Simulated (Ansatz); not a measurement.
# Response of TiO₂ to small distortions

```xyz
6
Lattice="4.5940 0.0000 0.0000 0.0000 4.5940 0.0000 0.0000 0.0000 2.9590" Properties=species:S:1:pos:R:3 pbc="T T T"
Ti    0.0000    0.0000    0.0000
Ti    2.2970    2.2970    1.4795
O     1.4058    1.4058    0.0000
O     0.8912    3.7028    1.4795
O     3.1882    3.1882    0.0000
O     3.7028    0.8912    1.4795
```

Atom numbers follow the list: Ti1, Ti2, O3, O4, O5, O6.

The geometry is COD entry 9007432, unchecked; take it as a test cell.

Theory: Ansatz 0.2.0, DFT, LDA, all-electron PAW with datasets made for the crystal, scalar-relativistic.

Numerical set-up: a Γ-centred 7×7×10 k mesh, Fermi–Dirac smearing of 0.05 eV, cutoff 460 eV (chosen by the program for this cell), no spin polarisation.

The unchanged cell is at -7.69 GPa.

Semilocal functionals give too small gaps.

x, y and z are the Cartesian axes of the cell as listed; fractional coordinates follow a strain, and an engineering shear is twice the off-diagonal strain component.

Vzz stands for the principal value of largest size of the field-gradient tensor, whatever its axis.

(1) One change gave: energy change +14 meV/atom; stress change (xx, yy, zz, yz, xz, xy) 0.62, 0.62, 0.69, -4.12, -4.12, -6.33 GPa, compression positive; change of the force on O3 (-0.050, -0.050, 0.255) eV/Å; Vzz in 10²¹ V/m²: Ti1 -2.40 → -3.67 (η = 0.95), Ti2 -2.40 → -4.11 (η = 0.80), O3 2.01 → 2.77 (η = 0.50), O4 2.01 → 1.56 (η = 0.94); gap on the k mesh 1.85 → 1.85 eV. Which change was it?
A. equal xy, yz and zx engineering shear strains of +3 %
B. equal xy, yz and zx engineering shear strains of +1 %
C. equal xy, yz and zx engineering shear strains of -2 %

Answers

(1) A. For equal xy, yz and zx engineering shear strains of -2 %: energy change +7 meV/atom; stress change (xx, yy, zz, yz, xz, xy) 0.27, 0.27, 0.34, 2.96, 2.96, 4.47 GPa, compression positive; change of the force on O3 (-0.005, -0.005, -0.217) eV/Å; Vzz in 10²¹ V/m²: Ti1 -2.40 → -1.76 (η = 0.13), Ti2 -2.40 → -4.64 (η = 0.30), O3 2.01 → 1.93 (η = 0.58), O4 2.01 → 2.30 (η = 0.76); gap on the k mesh 1.85 → 1.85 eV. For equal xy, yz and zx engineering shear strains of +1 %: energy change +2 meV/atom; stress change (xx, yy, zz, yz, xz, xy) 0.07, 0.07, 0.08, -1.41, -1.41, -2.16 GPa, compression positive; change of the force on O3 (-0.010, -0.010, 0.092) eV/Å; Vzz in 10²¹ V/m²: Ti1 -2.40 → -2.81 (η = 0.75), Ti2 -2.40 → -2.54 (η = 0.11), O3 2.01 → 2.21 (η = 0.70), O4 2.01 → 1.86 (η = 0.78); gap on the k mesh 1.85 → 1.85 eV.
